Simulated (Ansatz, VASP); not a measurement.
One calculation of K, two programs

```
K
1.0
     4.13822    0.00000    0.00000
     0.00000    4.13822    0.00000
     0.00000    0.00000    4.13822
K
1
Direct
  0.00000 0.00000 0.00000
```

Change from the starting cell: volume scaled by 0.92, LAPW.

Alike in both runs: task single point; functional PBEsol; k mesh 9 × 9 × 9; occupations fermi-dirac, width 0.1 eV; no spin polarisation.

```csv
,VASP,Ansatz
version,VASP 6.6.1,Ansatz 0.2.0
potentials or method,"VASP PAW PBE potentials, release 64 (K_sv), cutoff 520 eV","all-electron LAPW, scalar-relativistic"
```

|  | VASP | Ansatz | Ansatz less VASP |
| --- | --- | --- | --- |
| pressure (GPa) | 0.2 | 0.2 | +0.01 |

Ansatz ran all-electron here, so the differences hold the error of VASP's frozen core and of both bases.

Caveats: the PAW data sets were made with another functional, which shifts forces and pressure a little (VASP).
